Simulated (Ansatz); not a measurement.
**CuAu in Ansatz: the effect of functional**

CuAu:

```
Au Cu
1.0
     2.77276    0.00000    0.00000
     0.00000    2.77276    0.00000
     0.00000    0.00000    3.63520
Au Cu
1 1
Direct
  0.00000 0.00000 0.00000
  0.50000 0.50000 0.50000
```

The cell isn't the ideal one: volume scaled by 0.96.

Alike in all runs:

| Item | Value |
| --- | --- |
| Program | Ansatz 0.2.0 |
| Task | single point |
| Potentials or basis | Ansatz PAW |
| k mesh | 9 × 9 × 7 |
| Occupations | fermi-dirac, width 0.05 eV |
| Spin | no spin polarisation |

```tsv
functional	cutoff	pressure (GPa)
LDA	420 eV (not typed: the program's choice for these potentials)	?
PBEsol	420 eV (not typed: the program's choice for these potentials)	3.0
r2SCAN	500 eV (not typed: the program's choice for these potentials)	6.8
```

Q: What does the run with functional LDA give?

A: Pressure -2.6 GPa.

Caveats: the PAW data sets come from PBE, with cores solved anew for the run's functional, which leaves a small shift of forces and pressure.

Runs at the PBE level aren't shown here.
